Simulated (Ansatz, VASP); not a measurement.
**In3Sb3H8 (InSb wire along [110], 6 atoms a period, H-terminated): VASP beside Ansatz**

Aim: how closely do two programs agree when they are given the same cell, functional and k mesh? The cell is taken from a series of runs on this material, whose earlier steps may have relaxed, scaled, displaced or heated it; both programs get it as it stands.

Main program and level: Ansatz 0.2.0; plane waves, with VASP 6.6.1 beside it; single point at HSE06.

### Step 1. The structure

The cell holds 14 atoms: 3 Sb, 8 H and 3 In. Cell: a = 13.811 Å, b = 14.395 Å, c = 4.827 Å, α = 90.0°, β = 90.0°, γ = 90.0°. Vacuum lies along a and b. The structure's axis is c.

As a file:

```xyz
14
Lattice="13.8110 0.0000 0.0000 0.0000 14.3950 0.0000 0.0000 0.0000 4.8269" Properties=species:S:1:pos:R:3
Sb    5.9428    9.6475    0.0000
Sb    8.9537    7.1975    2.4135
Sb    5.9428    4.7475    0.0000
H     7.3125   10.6798    0.0000
H     4.3171    2.4001    2.4135
H     3.1497    5.2999    2.4135
H     4.3171   11.9949    2.4135
H     3.1497    9.0951    2.4135
H    10.0962    5.9237    2.4135
H    10.0962    8.4713    2.4135
H     7.3125    3.7152    0.0000
In    7.3306    7.1975    0.0000
In    4.4300    4.1302    2.4135
In    4.4300   10.2648    2.4135
```

### Step 2. VASP: single point, HSE06

A single point gives forces, pressure and levels at one fixed geometry, so differences don't come from the geometry; what else differs is listed under the comparison.

Lines of VASP's logs that name or quote its potential files are left out, and so is its time.

The run reads the wave functions of an earlier VASP run, which isn't shown here.

The input, INCAR:

```
SYSTEM = In3Sb3H8
PREC = Accurate
ENCUT = 400
EDIFF = 1E-06
NELM = 100
ISMEAR = -1
SIGMA = 0.05
LREAL = .FALSE.
ALGO = Normal
LHFCALC = .TRUE.
AEXX = 0.25
GGA = PE
HFSCREEN = 0.208
LASPH = .TRUE.
NBANDS = 45
PRECFOCK = Fast
LORBIT = 11
LWAVE = .FALSE.
LCHARG = .FALSE.
ISIF = 2
```

The input, POSCAR:

```
In3Sb3H8
1.0
   13.8110000000      0.0000000000      0.0000000000
    0.0000000000     14.3950000000      0.0000000000
    0.0000000000      0.0000000000      4.8269355918
Sb H In
3 8 3
Direct
    0.4302938150      0.6701986200      0.0000000000
    0.6483001740      0.5000000000      0.5000000000
    0.4302938150      0.3298013800      0.0000000000
    0.5294697830      0.7419109810      0.0000000000
    0.3125848370      0.1667342210      0.5000000000
    0.2280553320      0.3681796870      0.5000000000
    0.3125848370      0.8332657790      0.5000000000
    0.2280553320      0.6318203130      0.5000000000
    0.7310239980      0.4115086240      0.5000000000
    0.7310239980      0.5884913760      0.5000000000
    0.5294697830      0.2580890190      0.0000000000
    0.5307827210      0.5000000000      0.0000000000
    0.3207579130      0.2869212180      0.5000000000
    0.3207579130      0.7130787820      0.5000000000
```

The input, KPOINTS:

```
Automatic mesh
0
Gamma
1 1 7
0 0 0
```

The projector-augmented-wave data sets are Sb, H and In_d (PBE family, release 64).

Started as:

```bash
$ export OMP_NUM_THREADS=3
$ mpirun -np 1 vasp_std
```

Numbers of over 12 decimals in the logs are rounded to 6 here.

The log of the run:

```text
[banner, memory and clock lines left out]
running    1 mpi-ranks, on    1 nodes
 distrk:  each k-point on    1 cores,    1 groups
 distr:  one band on    1 cores,    1 groups
 Offloading initialized ...    1 GPUs detected
 POSCAR found type information on POSCAR SbH In
 POSCAR found :  3 types and      14 ions
 LDA part: xc-table for (Slater+PW92), standard interpolation
 found WAVECAR, reading the header
 POSCAR, INCAR and KPOINTS ok, starting setup
 FFT: planning ... GRIDC
 FFT: planning ... GRID_SOFT
 FFT: planning ... GRID
 reading WAVECAR
 the WAVECAR file was read successfully
 initial charge from wavefunction
 entering main loop
       N       E                     dE             d eps       ncg     rms          rms(c)
DAV:   1    -0.524085530076E+02   -0.52409E+02   -0.64574E+00   449   0.119E+01    0.307E+01
DAV:   2    -0.524713937206E+02   -0.62841E-01   -0.34562E-01   552   0.265E+00    0.218E+01
DAV:   3    -0.524697222268E+02    0.16715E-02   -0.19101E-02   555   0.762E-01    0.142E+01
DAV:   4    -0.524680048546E+02    0.17174E-02   -0.19427E-03   528   0.256E-01    0.853E+00
DAV:   5    -0.524674607550E+02    0.54410E-03   -0.73047E-04   504   0.123E-01    0.511E+00
DAV:   6    -0.524672903674E+02    0.17039E-03   -0.15908E-04   496   0.598E-02    0.304E+00
DAV:   7    -0.524672316738E+02    0.58694E-04   -0.41168E-05   496   0.311E-02    0.181E+00
DAV:   8    -0.524672185825E+02    0.13091E-04   -0.13187E-05   459   0.179E-02    0.108E+00
DAV:   9    -0.524672236853E+02   -0.51028E-05   -0.52241E-06   422   0.106E-02    0.638E-01
DAV:  10    -0.524672369064E+02   -0.13221E-04   -0.26778E-06   363   0.701E-03    0.378E-01
DAV:  11    -0.524672536198E+02   -0.16713E-04   -0.16319E-06   355   0.556E-03    0.224E-01
DAV:  12    -0.524672717912E+02   -0.18171E-04   -0.11905E-06   360   0.461E-03    0.132E-01
DAV:  13    -0.524672902496E+02   -0.18458E-04   -0.84030E-07   352   0.380E-03    0.782E-02
DAV:  14    -0.524673083107E+02   -0.18061E-04   -0.63910E-07   352   0.318E-03    0.460E-02
[...]
DAV:  33    -0.524674648599E+02   -0.23440E-05   -0.15414E-08   307   0.342E-04    0.492E-04
DAV:  34    -0.524674669001E+02   -0.20402E-05   -0.12351E-08   296   0.308E-04    0.446E-04
DAV:  35    -0.524674686772E+02   -0.17771E-05   -0.10805E-08   307   0.279E-04    0.405E-04
DAV:  36    -0.524674702242E+02   -0.15470E-05   -0.87168E-09   296   0.251E-04    0.368E-04
DAV:  37    -0.524674715769E+02   -0.13527E-05   -0.75713E-09   307   0.228E-04    0.335E-04
DAV:  38    -0.524674727638E+02   -0.11869E-05   -0.61696E-09   296   0.206E-04    0.305E-04
DAV:  39    -0.524674738061E+02   -0.10422E-05   -0.53328E-09   299   0.188E-04    0.277E-04
DAV:  40    -0.524674747276E+02   -0.92152E-06   -0.44241E-09   296   0.171E-04
   1 F= -.52467475E+02 E0= -.52467475E+02  d E =-.321723E-10
```

From OUTCAR (step 2):

```text
ion  position               nearest neighbor table
   1  0.430  0.670  0.000-   4 1.72  12 2.82  14 2.91  14 2.91
   2  0.648  0.500  0.500-   9 1.71  10 1.71  12 2.91  12 2.91
   3  0.430  0.330  0.000-  11 1.72  12 2.82  13 2.91  13 2.91
   4  0.529  0.742  0.000-   1 1.72
   5  0.313  0.167  0.500-  13 1.73
   6  0.228  0.368  0.500-  13 1.73
   7  0.313  0.833  0.500-  14 1.73
   8  0.228  0.632  0.500-  14 1.73
   9  0.731  0.412  0.500-   2 1.71
  10  0.731  0.588  0.500-   2 1.71
  11  0.529  0.258  0.000-   3 1.72
  12  0.531  0.500  0.000-   1 2.82   3 2.82   2 2.91   2 2.91
  13  0.321  0.287  0.500-   5 1.73   6 1.73   3 2.91   3 2.91
  14  0.321  0.713  0.500-   7 1.73   8 1.73   1 2.91   1 2.91

  LATTYP: Found a simple orthorhombic cell.
 ALAT       =     4.8269355918
 B/A-ratio  =     2.8612356095
 C/A-ratio  =     2.9822233436

 Subroutine GETGRP returns: Found  4 space group operations
 (whereof  4 operations were pure point group operations)

The static configuration has the point symmetry C_2v.

 Found      4 irreducible k-points:

   k-points           NKPTS =      4   k-points in BZ     NKDIM =      7   number of bands    NBANDS=     45

   dimension x,y,z NGX =    90 NGY =   96 NGZ =   32
   dimension x,y,z NGXF=   180 NGYF=  192 NGZF=   64

   ENCUT  =  400.0 eV  29.40 Ry    5.42 a.u.  22.52 23.47  7.87*2*pi/ulx,y,z

   NELECT =      62.0000    total number of electrons

 k-points in reciprocal lattice and weights: Automatic mesh
   0.00000000  0.00000000  0.00000000       0.143
   0.00000000  0.00000000  0.14285714       0.286
   0.00000000  0.00000000  0.28571429       0.286
   0.00000000  0.00000000  0.42857143       0.286

  exchange ACFDT corr.  =         0.00000000  see jH, gK, PRB 81, 115126

 average (electrostatic) potential at core
       1 -90.8377       2 -91.7204       3 -90.8377       4 -35.5584       5 -33.9735
       6 -33.9334       7 -33.9735       8 -33.9334       9 -36.2917      10 -36.2917
      11 -35.5584      12 -97.9086      13 -96.8959      14 -96.8959

 E-fermi :  -2.5229

 k-point     1 :       0.0000    0.0000    0.0000
  band No.  band energies     occupation
    ...
     27      -4.8665      2.00000
     28      -4.8555      2.00000
     29      -4.3433      2.00000
     30      -3.8146      2.00000
     31      -3.6935      2.00000
     32      -1.2807      0.00000
     33      -0.4243      0.00000
     34      -0.3969      0.00000
     35       0.5419      0.00000
     36       0.6650      0.00000
    ...

 k-point     2 :       0.0000    0.0000    0.1429
  band No.  band energies     occupation
    ...
     27      -5.4275      2.00000
     28      -4.7209      2.00000
     29      -4.5633      2.00000
     30      -4.0649      2.00000
     31      -3.9937      2.00000
     32      -0.6574      0.00000
     33       0.0686      0.00000
     34       0.2793      0.00000
     35       0.5060      0.00000
     36       0.8760      0.00000
    ...

 k-point     3 :       0.0000    0.0000    0.2857
  band No.  band energies     occupation
    ...
     27      -5.4973      2.00000
     28      -4.9626      2.00000
     29      -4.9129      2.00000
     30      -4.3549      2.00000
     31      -4.3518      2.00000
     32      -0.2430      0.00000
     33       0.1886      0.00000
     34       0.2007      0.00000
     35       0.9357      0.00000
     36       1.3972      0.00000
    ...

  Total       -2.8917880     -3.0306120     -2.4302307      0.0000000      0.0000000      0.0000000
  in kB       -4.8280164     -5.0597914     -4.0574184      0.0000000      0.0000000      0.0000000
  external PRESSURE =      -4.6484087 kB  Pullay stress =       0.0000000 kB

  energy-cutoff  :      400.00
  volume of cell :      959.64
      direct lattice vectors                 reciprocal lattice vectors
    13.811000000  0.000000000  0.000000000     0.072406053  0.000000000  0.000000000
     0.000000000 14.395000000  0.000000000     0.000000000  0.069468565  0.000000000
     0.000000000  0.000000000  4.826935592     0.000000000  0.000000000  0.207170778

 POSITION                                       TOTAL-FORCE (eV/Angst)
 -----------------------------------------------------------------------------------
      5.94279      9.64751      0.00000         0.203090      0.006165     -0.000000
      8.95367      7.19750      2.41347         0.196832      0.000000     -0.000000
      5.94279      4.74749      0.00000         0.203090     -0.006165     -0.000000
      7.31251     10.67981      0.00000        -0.201009     -0.152952     -0.000000
      4.31711      2.40014      2.41347         0.018484      0.158165     -0.000000
      3.14967      5.29995      2.41347         0.111261     -0.098606     -0.000000
      4.31711     11.99486      2.41347         0.018484     -0.158165     -0.000000
      3.14967      9.09505      2.41347         0.111261      0.098606     -0.000000
     10.09617      5.92367      2.41347        -0.198824      0.175714     -0.000000
     10.09617      8.47133      2.41347        -0.198824     -0.175714     -0.000000
      7.31251      3.71519      0.00000        -0.201009      0.152952     -0.000000
      7.33064      7.19750      0.00000        -0.066371      0.000000     -0.000000
      4.42999      4.13023      2.41347         0.001768      0.006616      0.000000
      4.42999     10.26477      2.41347         0.001768     -0.006616     -0.000000
 -----------------------------------------------------------------------------------
    total drift:                               -0.000356      0.000000     -0.000004

  FREE ENERGIE OF THE ION-ELECTRON SYSTEM (eV)
  ---------------------------------------------------
  free  energy   TOTEN  =       -52.4674747276 eV

  energy  without entropy=      -52.4674747276  energy(sigma->0) =      -52.46747473

 total charge
# of ion       s       p       d       tot
------------------------------------------
    1        1.137   1.538   0.031   2.706
    2        1.131   1.548   0.046   2.725
    3        1.137   1.538   0.031   2.706
    4        0.512   0.011   0.000   0.522
    5        0.511   0.007   0.000   0.518
    6        0.513   0.007   0.000   0.520
    7        0.511   0.007   0.000   0.518
    8        0.513   0.007   0.000   0.520
    9        0.511   0.011   0.000   0.522
   10        0.511   0.011   0.000   0.522
   11        0.512   0.011   0.000   0.522
   12        0.884   0.686   9.872  11.442
   13        0.877   0.811   9.883  11.571
   14        0.877   0.811   9.883  11.571
--------------------------------------------------
tot         10.135   7.004  29.747  46.886

[... 1 further part left out ...]
```

(Part 1 of 2 ends here.)

[Lines on the potential files, build, host, timing and source positions are cut from VASP's logs without a mark.]

[Logs are printed without paths, hosts, clocks, repeated set-up lines and the standing remarks that a program may print on its own settings, such as how far it seeks lower states.]

[Hosts, paths, dates, database ids (printed as entryN), source tags and the programs' standing remarks are cut or masked in the printed files.]
